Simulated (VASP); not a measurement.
# Sn: molecular dynamics with a thermostat

Sn, Fd-3m (no. 227), 8 atoms in the cell. PBE, molecular dynamics; PAW potentials Sn (PBE set).

Ensemble: Nose-Hoover; Target temperature (K): 600.

## Input

INCAR:
```
SYSTEM = Sn
GGA      = PE             ! functional
PREC     = Normal         ! precision mode
ENCUT    = 200            ! plane-wave cutoff, eV
EDIFF    = 1E-6           ! SCF threshold, eV
NELMIN   = 4            
NELM     = 60             ! most SCF steps
ALGO     = Fast           ! electronic algorithm
LREAL    = Auto         
LASPH    = .True.         ! aspherical terms in the spheres
ISMEAR   = -1             ! smearing method
SIGMA    = 0.05           ! smearing width, eV
ISYM     = 0            
LWAVE    = .False.        ! write WAVECAR
LCHARG   = .False.        ! write CHGCAR
IBRION   = 0              ! ionic algorithm
NSW      = 60             ! ionic steps
POTIM    = 4.0            ! step
TEBEG    = 600          
ISIF     = 2              ! what is computed and relaxed
RANDOM_SEED= 619137 0 0   
MDALGO   = 2            
SMASS    = 0            
KPAR     = 2             
```

KPOINTS:
```
k-points
0
Monkhorst-Pack
  2 2 2
```

POSCAR:
```
Sn
1.0
    6.4666856000      0.0000000000      0.0000000000
    0.0000000000      6.4666856000      0.0000000000
    0.0000000000      0.0000000000      6.4666856000
Sn
8
Direct
    0.2500000000      0.2500000000      0.2500000000
    0.5000000000      0.0000000000      0.5000000000
    0.2500000000      0.7500000000      0.7500000000
    0.5000000000      0.5000000000      0.0000000000
    0.7500000000      0.2500000000      0.7500000000
    0.0000000000      0.0000000000      0.0000000000
    0.7500000000      0.7500000000      0.2500000000
    0.0000000000      0.5000000000      0.5000000000
```

Commands:
```
cat potpaw_PBE.64/Sn/POTCAR > POTCAR
mpirun -np 2 vasp_std > vasp.out
```

## Result

- Mean temperature (K): 529
- Standard error of the mean temperature (K): 104
- Relative fluctuation of the kinetic energy: 0.674
- Canonical value of that fluctuation: 0.309
- Rise of the mean potential energy above the start (meV/atom): 57.6
- Electronic steps per ionic step after the first: 4.3

Course of the run:

| Time (fs) | Temperature (K) | Potential energy less the first (meV/atom) |
|---|---|---|
| 4 | 600 | 0.0 |
| 24 | 427 | 20.5 |
| 40 | 236 | 46.7 |
| 60 | 258 | 56.1 |
| 76 | 708 | 37.1 |
| 96 | 1501 | 21.5 |
| 112 | 1079 | 58.3 |
| 132 | 395 | 98.7 |
| 148 | 401 | 85.3 |
| 168 | 566 | 54.6 |
| 184 | 504 | 53.5 |
| 204 | 261 | 78.3 |
| 220 | 146 | 95.2 |
| 240 | 325 | 89.8 |

REPORT:
```
MDALGO =   2
               SCALING =       0
                 CNEXP =     9.000   14.000
           RANDOM_SEED =            619137                0                0

   original number of atomic DOF:         21
   number of independent constraints:      0
   number of active DOF:                  21

========================================
         MD step No.       1
========================================

  Atomic velocities initialized by STEP_tb

  >Energies
                    E_tot             E_pot             E_kin               EPS                ES
   e_b>   -0.29060484E+02   -0.29603379E+02    0.54289540E+00    0.00000000E+00    0.00000000E+00

  >Temperature
               T_sim     T_inst
   tmprt>    600.000    600.000

  >Thermostat:
           s(n+1) sdot(n+1)      s(n)   sdot(n)        Qs
   s_b>   0.00000   0.00000   0.00000   0.00000   0.32490

           RANDOM_SEED =            619137               48                0

[... steps left out ...]

========================================
         MD step No.      60
========================================

  >Energies
                    E_tot             E_pot             E_kin               EPS                ES
   e_b>   -0.29057520E+02   -0.28884812E+02    0.29441043E+00    0.30614721E+00   -0.77326570E+00

  >Temperature
               T_sim     T_inst
   tmprt>    600.000    325.378

  >Thermostat:
           s(n+1) sdot(n+1)      s(n)   sdot(n)        Qs
   s_b>  -0.79791  -0.08807  -0.71217  -0.08341   0.32490

           RANDOM_SEED =            619137               48                0
```

OSZICAR:
```
N       E                     dE             d eps       ncg     rms          rms(c)
DAV:   1     0.697399767765E+02    0.69740E+02   -0.62181E+03   168   0.536E+02
DAV:   2    -0.239713397388E+02   -0.93711E+02   -0.88483E+02   209   0.111E+02
DAV:   3    -0.299580407593E+02   -0.59867E+01   -0.58422E+01   211   0.307E+01
DAV:   4    -0.300780632937E+02   -0.12002E+00   -0.11973E+00   217   0.429E+00
DAV:   5    -0.300799813111E+02   -0.19180E-02   -0.19175E-02   216   0.451E-01    0.695E+00
RMM:   6    -0.297467204666E+02    0.33326E+00   -0.10466E-01   168   0.168E+00    0.425E+00
RMM:   7    -0.295921084886E+02    0.15461E+00   -0.30500E-01   172   0.306E+00    0.249E-01
RMM:   8    -0.296017193614E+02   -0.96109E-02   -0.22398E-02   172   0.906E-01    0.747E-02
RMM:   9    -0.296031822696E+02   -0.14629E-02   -0.45521E-03   172   0.406E-01    0.454E-02
RMM:  10    -0.296033543345E+02   -0.17206E-03   -0.60367E-04   172   0.141E-01    0.943E-03
RMM:  11    -0.296033768416E+02   -0.22507E-04   -0.11859E-04   171   0.649E-02    0.366E-03
RMM:  12    -0.296033792992E+02   -0.24576E-05   -0.22167E-05   173   0.276E-02    0.248E-03
[... left out ...]
     58 T=   194. E= -.29058311E+02 F= -.28836460E+02 E0= -.28831993E+02  EK= 0.17544E+00 SP= -.61E+00 SK= 0.21E+00
     59 T=   248. E= -.29057901E+02 F= -.28856100E+02 E0= -.28852283E+02  EK= 0.22424E+00 SP= -.69E+00 SK= 0.26E+00
[... last step whole ...]
       N       E                     dE             d eps       ncg     rms          rms(c)
DAV:   1    -0.288848092890E+02   -0.28709E-01   -0.19128E-04   259   0.709E-01    0.226E-03
RMM:   2    -0.288848113412E+02   -0.20522E-05   -0.41662E-05   168   0.256E-02    0.984E-04
RMM:   3    -0.288848121438E+02   -0.80257E-06   -0.75443E-06   121   0.100E-02    0.741E-04
RMM:   4    -0.288848122550E+02   -0.11128E-06   -0.10908E-06   106   0.402E-03
     60 T=   325. E= -.29057520E+02 F= -.28884812E+02 E0= -.28881645E+02  EK= 0.29441E+00 SP= -.77E+00 SK= 0.31E+00
```

Limits: 240 fs of 8 atoms are too short for converged averages.

VASP 6.6.1 took 127 s on 2 cores (Intel Xeon Platinum 8488C (Sapphire Rapids)), a shared host.
